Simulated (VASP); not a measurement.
The system is SiO2 (Stishovite).

```
Si O
1.0
     4.17730    0.00000    0.00000
     0.00000    4.17730    0.00000
     0.00000    0.00000    2.66520
Si O
2 4
Cartesian
  0.0000 0.0000 0.0000
  2.0886 2.0886 1.3326
  1.2778 1.2778 0.0000
  0.8108 3.3665 1.3326
  2.8995 2.8995 0.0000
  3.3665 0.8108 1.3326
```

* Program: VASP 6.6.1
* Task: relaxation of cell and atoms
* Functional: PBE
* Dispersion: D3(BJ)
* Potentials or basis: VASP PAW PBE potentials, release 64 (Si, O)
* Cutoff: 600 eV
* k mesh: 8 × 8 × 10
* Occupations: gaussian, width 0.03 eV
* Spin: no spin polarisation

At the start: pressure 5.9 GPa; volume 7.75 Å³/atom.

Where does the relaxation end?

Over 6 steps the energy falls by 2.6 meV/atom and the volume is 7.89 Å³/atom (+1.8 %); space group P4_2/mnm (No. 136, to 0.05 Å).

The path:
```
step  energy change (eV)  largest force (eV/Å)  pressure (GPa)  volume (Å³)
   1              0.0000                0.0998            5.87        46.51
   2              0.0135                0.2760           -7.26        48.44
   3             -0.0151                0.0680            0.07        47.31
   4             -0.0151                0.0649            0.18        47.29
   5             -0.0154                0.0200            0.09        47.34
   6             -0.0154                0.0006            0.11        47.33
```

Final structure:
```cif
data_structure
_symmetry_space_group_name_H-M 'P 1'
_symmetry_Int_Tables_number 1
_cell_length_a 4.1984
_cell_length_b 4.1984
_cell_length_c 2.6851
_cell_angle_alpha 90.000
_cell_angle_beta 90.000
_cell_angle_gamma 90.000
_cell_volume 47.33
loop_
_atom_site_label
_atom_site_type_symbol
_atom_site_fract_x
_atom_site_fract_y
_atom_site_fract_z
_atom_site_occupancy
Si1 Si 0.00000 0.00000 0.00000 1
Si2 Si 0.50000 0.50000 0.50000 1
O1 O 0.30592 0.30592 0.00000 1
O2 O 0.19408 0.80592 0.50000 1
O3 O 0.69408 0.69408 0.00000 1
O4 O 0.80592 0.19408 0.50000 1
```
